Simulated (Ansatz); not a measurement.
**How far is PAW off for SrO?**

```
CELL_PARAMETERS angstrom
0.00000 2.59741 2.59741
2.59741 0.00000 2.59741
2.59741 2.59741 0.00000
ATOMIC_POSITIONS crystal
Sr 0.00000 0.00000 0.00000
O 0.51540 0.51540 0.48460
```

Atoms are numbered in the order listed.

The structure comes from a relaxation in the same program, started in the rocksalt type. Whether it is a known phase or the ground state wasn't checked. The listed cell was then made from it by scaling, straining or moving an atom.

Methods: DFT, PBE, PAW with Ansatz's default frozen-core files, scalar-relativistic (Ansatz 0.2.0); DFT, PBE, all-electron PAW with datasets made for the crystal, scalar-relativistic (Ansatz 0.2.0); DFT, PBE, all-electron LAPW, scalar-relativistic (Ansatz 0.2.0).

For PAW: a Γ-centred 13×13×13 k mesh, Fermi–Dirac smearing of 0.03 eV, cutoff 420 eV, no spin polarisation. The crystal-made all-electron datasets (AE datasets) take a cutoff of 300 eV at this cell. LAPW targets a basis error of 1 meV/atom. The Ansatz runs share mesh, smearing and spin set-up. Plane-wave (PAW) pressures include the program's estimate of the Pulay term.

Stress and pressure are positive in compression.

The change that made this cell: atom 2 (O) moved by (0.0000, 0.0000, 0.0800) Å.

Spin–orbit coupling is left out, which moves gradients at and beside heavy atoms by some per cent and at worst by a factor of two.

```json
{"quantity": "pressure (GPa)", "PAW": "0.16", "AE datasets": "0.16", "LAPW": "0.16"}
{"quantity": "stress xx (GPa)", "PAW": "-0.04", "AE datasets": "-0.04", "LAPW": "-0.04"}
{"quantity": "stress zz (GPa)", "PAW": "0.56", "AE datasets": "0.56", "LAPW": "0.57"}
{"quantity": "force on Sr1, z (eV/Å)", "PAW": "0.151", "AE datasets": "0.151", "LAPW": "0.151"}
{"quantity": "force on O2, z (eV/Å)", "PAW": "-0.151", "AE datasets": "-0.151", "LAPW": "-0.151"}
{"quantity": "band gap (eV)", "PAW": "3.369", "AE datasets": "3.367", "LAPW": "3.367"}
{"quantity": "field gradient Vzz at Sr1 (10²¹ V/m²)", "PAW": "-0.21", "AE datasets": "-0.21", "LAPW": "–"}
{"quantity": "field gradient Vzz at O2 (10²¹ V/m²)", "PAW": "-0.10", "AE datasets": "-0.10", "LAPW": "–"}
```

PAW's pressure differs from the LAPW value by about 0.01 GPa or less.
